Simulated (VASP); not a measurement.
A run of VASP 6.6.1 is set up as follows.

INCAR

```
  AGGAC = 1.0
  AGGAX = 1.0
  ALDAC = 0.0
  ALDAX = 1.0
  ALGO = Fast
  EDIFF = 1E-6
  ENCUT = 520
  GGA = B5
  ISIF = 2
  ISMEAR = -1
  LASPH = True
  LCHARG = True
  LELF = True
  LREAL = False
  LVHAR = True
  LWAVE = False
  NBANDS = 11
  NELM = 60
  PREC = Accurate
  SIGMA = 0.1
```

File KPOINTS:

```
k-points
0
Gamma
  20 20 20
```

File POSCAR:

```
Hf
1.0
    0.0000000000      2.2627500233      2.2627500233
    2.2627500233      0.0000000000      2.2627500233
    2.2627500233      2.2627500233      0.0000000000
Hf
1
Direct
    0.0000000000      0.0000000000      0.0000000000
```

Potentials or basis: VASP PAW PBE potentials, release 64 (Hf_pv).

Launch:

```sh
$ cat potpaw_PBE.64/Hf_pv/POTCAR > POTCAR
$ mpirun -np 1 vasp_std > vasp.out
```

(1) What does it give for the pressure?

(2) Estimate the band gap on the k mesh.

## Answers

(1) 0.0 GPa.

(2) none (metal or under the smearing width).

Caveat: the PAW data sets were made with another functional, which shifts forces and pressure a little.
